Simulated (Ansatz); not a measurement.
**Two Ansatz runs on CdTe**

Structure from Materials Project entry mp-2388 (possibly hypothetical), not relaxed further. The listed cell was then made from it by scaling, straining or moving an atom.

First run: DFT, r2SCAN, all-electron PAW with datasets made for the crystal, scalar-relativistic (Ansatz 0.2.0).

Command: `ansatz run input.yaml --threads 1 --pin off --max-ram 2048MiB --backend cpu --events-out ev --progress --plain --runs-dir out` The run took 31 s on 1 thread of Arm Neoverse V2, with other jobs on the host, peak memory 0.73 GiB.

```yaml
crystal:
  lattice:
    - [0.0, 3.03589836, 3.066564]
    - [3.03589836, 0.0, 3.066564]
    - [3.03589836, 3.03589836, 0.0]
  atoms:
    - { symbol: Cd, position: [0.0, 0.0, 0.0] }
    - { symbol: Te, position: [0.5, 0.5, 0.5] }
kpoints:
  mp_grid: { grid: [10, 10, 10] }
scf:
  occupations: { method: fermi_dirac, width: 0.03 }
hamiltonian:
  xc: r2scan
  pseudopotentials: { kind: all_electron, datasets: crystal }
output:
  forces: true
  stress: true
  eigenvalues: true
  efg: { contact_densities: true }
```

Result: converged; pressure -0.25 GPa; no gap on the k mesh; 11 SCF iterations.

No spin–orbit coupling, which matters for the heavy atoms here.

The input is then changed:

```diff
@@ -5,6 +5,6 @@
     - [3.03589836, 3.03589836, 0.0]
   atoms:
-    - { symbol: Cd, position: [0.0, 0.0, 0.0] }
-    - { symbol: Te, position: [0.5, 0.5, 0.5] }
+    - { symbol: Cd, position: [0.0, 0.0, 0.0], spin: -1.0 }
+    - { symbol: Te, position: [0.5, 0.5, 0.5], spin: 2.0 }
 kpoints:
   mp_grid: { grid: [10, 10, 10] }
@@ -19,3 +19,7 @@
   eigenvalues: true
   efg: { contact_densities: true }
+magnetization:
+  spin_polarized: true
+basis:
+  xc_grid: 4
```

(1) Predict the outcome of the changed run.

Results:

(1) It converged; pressure -0.25 GPa; moment 0.00 μB; 11 SCF iterations.
